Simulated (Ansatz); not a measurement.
The cell is COD entry 1541266, as deposited and not checked against the literature; nothing was relaxed.

An input for Ta and the output that it gave: DFT, PBE, all-electron LAPW, scalar-relativistic (Ansatz 0.2.0).

```yaml
crystal:
  lattice:
    - [-1.65128, 1.65128, 1.65128]
    - [1.65128, -1.65128, 1.65128]
    - [1.65128, 1.65128, -1.65128]
  atoms:
    - { symbol: Ta, position: [0.0, 0.0, 0.0] }
kpoints:
  mp_grid: { grid: [17, 17, 17] }
  band_path:
    path:
      - [0.0, 0.0, 0.0]
      - [0.5, -0.5, 0.5]
      - [0.0, 0.0, 0.5]
      - [0.0, 0.0, 0.0]
      - [0.25, 0.25, 0.25]
      - [0.5, -0.5, 0.5]
      - [0.25, 0.25, 0.25]
      - [0.0, 0.0, 0.5]
    npoints: 8
scf:
  occupations: { method: fermi_dirac, width: 0.08 }
hamiltonian:
  xc: pbe
  pseudopotentials: { kind: all_electron, lapw: { basis_error: 0.0005 } }
output:
  forces: true
  stress: true
  eigenvalues: true
  populations: true
  dos: { projected: true, de: 0.2, e_range: [-14, 8] }
```

What the program printed:

```
Ta: projections on atomic orbitals take those of the free atom 1s2 2s2 2p6 3s2 3p6 3d10 4s2 4p6 4d10 4f14 5s2 5p6 5d3 6s2, of charge +0.00 (hamiltonian.pseudopotentials.projection_atoms)
LAPW: plane waves up to 8.618 Å⁻¹, error target 5.0e-4 eV per atom; small_component_spin mean_spin; Ta in spheres of 1.430 Å, 43 of its electrons in bands, Dirac shells []
Engine: ansatz 0.2.0
Pseudopotentials: kind: all_electron
Pseudopotential: Ta, LAPW, valence charge 43, Koelling and Harmon's equation, gaussian nucleus
Functional definition: PBE
  parameter kappa = 0.804
  parameter beta = 0.06672455060314922
  exchange = pbe_x(kappa = kappa, mu = beta*pi^2/3)
  correlation = pbe_c(beta = beta)
Crystal: 1 atoms, lattice volume = 18.010 Å³
Basis set: ecut = 282.97192013490275 eV, 201 PW (Γ), exchange–correlation at level 2
Bands: 26, of which v1, the nominal top of the filled ones, is band 22 counted from 1 (21 counted from 0)
Symmetry: 48 space group operations
Space group: Im-3m (ITA 229), of the structure as read, at distance tolerance 2.6e-5 Å
k-points: 165 of 4913
Non-local potential: Ta, projectors of the file, none
Initial density: superposition of atomic densities (chi_scale 0.1, normalization cell)
Initial wavefunctions: plane waves of lowest kinetic energy (no species holds an atomic orbital)
Functional: x = pbe(κ = 0.804, μ = 0.2195149727645171), c = pbe(β = 0.06672455060314922)
iter 1 solved again at ethr=1.87e-4 eV; its pass at ethr=1.00e-1 eV (dr2=8.04e-2 eV) is discarded
SCF iter   1: F=—  HF=-424569.255667 eV  |F-HF|=—  |Δ(HF+E_count)|=         —  Δρ=2.61e-2  dr2=8.08e-2  ethr=1.87e-4  ⟨swp⟩=2.9  Hψ=26549  notcnv=0
preconditioner: auto → Kerker (q_TF=auto, 3.154 Å⁻¹)  [metal: Δε(μ)=0.017 eV  Ē_g=24.527 eV  σ=0.080 eV  W_gap=0.05  n_scr=12 (ndim 8)  ℏωp=43.7 eV  f_vac=0.000  D(μ)=1.26/eV (n_scr^D=12)]
SCF iter   2: F=—  HF=-424569.133119 eV  |F-HF|=—  |Δ(HF+E_count)|=   1.23e-1  Δρ=1.36e-2  dr2=2.55e-2  ethr=1.87e-4  ⟨swp⟩=2.0  Hψ=13240  notcnv=0
SCF iter   3: F=—  HF=-424569.120952 eV  |F-HF|=—  |Δ(HF+E_count)|=   1.22e-2  Δρ=9.33e-3  dr2=1.37e-2  ethr=5.93e-5  ⟨swp⟩=2.0  Hψ=12835  notcnv=0
SCF iter   4: F=—  HF=-424569.116784 eV  |F-HF|=—  |Δ(HF+E_count)|=         —  Δρ=5.13e-3  dr2=4.99e-3  ethr=3.19e-5  ⟨swp⟩=2.0  Hψ=12365  notcnv=0
the basis was enlarged: its passes take 277.1 KiB over the memory plan, 1 of 1 planned eigensolver slots
iter 5 solved again at ethr=1.04e-6 eV; its pass at ethr=1.16e-5 eV (dr2=4.47e-4 eV) is discarded
SCF iter   5: F=—  HF=-424569.117403 eV  |F-HF|=—  |Δ(HF+E_count)|=   6.20e-4  Δρ=1.45e-3  dr2=4.46e-4  ethr=1.04e-6  ⟨swp⟩=2.0  Hψ=21658  notcnv=0
SCF iter   6: F=—  HF=-424569.117444 eV  |F-HF|=—  |Δ(HF+E_count)|=   4.08e-5  Δρ=3.46e-4  dr2=1.24e-5  ethr=1.04e-6  ⟨swp⟩=2.0  Hψ=12838  notcnv=0
SCF iter   7: F=—  HF=-424569.117446 eV  |F-HF|=—  |Δ(HF+E_count)|=   1.57e-6  Δρ=6.16e-5  dr2=3.49e-7  ethr=2.88e-8  ⟨swp⟩=2.0  Hψ=12838  notcnv=0
SCF iter   8: F=-424569.117446 eV  HF=-424569.117446 eV  |F-HF|=1.46e-9  |Δ(HF+E_count)|=   8.92e-8  Δρ=6.30e-6  dr2=2.21e-9  ethr=8.12e-10  ⟨swp⟩=2.6  Hψ=12954  notcnv=0
SCF 1 converged in 8 iterations: F = -424569.117446 eV  dr2 = 2.21e-9
NSCF: frozen V_eff on 57 k-points
SCF converged after 8 iterations
Free energy (F): -424569.117446 eV
Harris-Foulkes:  -424569.117446 eV  (|F-HF|=1.46e-9)
Internal energy: -424569.089896 eV  (E = F + TS)
E sigma→0 (E₀):  -424569.103671 eV
Entropy (-TS):   -0.027550 eV (-27.550 meV/atom)
Fermi energy:    24.812023 eV
--- Per-component energies (eV) ---
  E_band       = -4068.462278
  E_kinetic    = 473935.862368
  E_xc         = -8623.680982
  E_electrostatic = -889881.271282  (all electrons and nuclei)
  E_smearing   = -0.027550  (= −TS)
  E_closure    = 0.000000  (closes the sum)
  E_atoms      = -424559.369556  (free atoms, spherical and without spin; not in F)
  Σ components = -424569.117446   (vs F -424569.117446, Δ=0.00e0)
  Basis errors (estimates in eV, not in F): energy 1.3e-4 per atom: plane waves 1.1e-4 (5.8e-5 summed), levels above the bands 2.2e-52, relativity 3.7e-8, radial functions 2.3e-5, core shells 1.3e-8; eigenvalues (radial functions only) 2.0e-6; not estimated: angular momenta, meshes, grids; target (lapw.basis_error) 5.0e-4; muffin-tin radii Ta 1.430 Å
--- Forces (eV/Å), atoms counted from 1 ---
  atom   1  Ta    -0.00000000    -0.00000000    -0.00000000
  max |Σ_I F_I| component: 3.12e-31 eV/Å
--- Stress (GPa, compression-positive) ---
        3.058974       0.000000      -0.000000
        0.000000       3.058974       0.000000
       -0.000000       0.000000       3.058974
  P = ⅓ Tr σ = 3.0590 GPa (30.590 kbar)
--- Band table (eV; the first three rows and the last of 165) ---
  k-point 0: bands = ["-369.5881", "-369.5881", "-369.5881", "-191.1501", "-191.1501", "-191.1322", "-191.1322", "-191.1322", "-42.2884", "-8.2340", "-8.2340", "-8.2340", "5.9465", "5.9465", "5.9465", "5.9982", "5.9982", "5.9982", "6.0496", "16.9055", "25.5372", "25.5372", "25.5372", "28.8110", "28.8110", "39.4015"]
  k-point 1: bands = ["-369.5881", "-369.5881", "-369.5881", "-191.1501", "-191.1501", "-191.1322", "-191.1322", "-191.1322", "-42.2845", "-8.2771", "-8.2473", "-8.2342", "5.9472", "5.9480", "5.9482", "5.9967", "5.9977", "5.9977", "6.0475", "17.0600", "25.4362", "25.5087", "25.6891", "28.6442", "28.8110", "39.5415"]
  k-point 2: bands = ["-369.5881", "-369.5881", "-369.5881", "-191.1501", "-191.1501", "-191.1322", "-191.1322", "-191.1322", "-42.2734", "-8.3991", "-8.2852", "-8.2349", "5.9491", "5.9523", "5.9529", "5.9925", "5.9960", "5.9965", "6.0419", "17.5057", "25.1606", "25.3846", "26.1394", "28.3116", "28.8207", "39.8881"]
  k-point 164: bands = ["-369.5881", "-369.5881", "-369.5881", "-191.1501", "-191.1501", "-191.1322", "-191.1322", "-191.1322", "-42.0878", "-9.0556", "-9.0480", "-9.0480", "5.9395", "5.9636", "5.9642", "5.9642", "6.0149", "6.0153", "6.0153", "21.0444", "21.0631", "31.1077", "31.1077", "31.5587", "33.1413", "34.0266"]
--- Löwdin populations: 1 site ---
  site symbol       q [e]
     0     Ta     72.9227
  spilling = 0.001058 (of n_electrons = 73.000000)
```
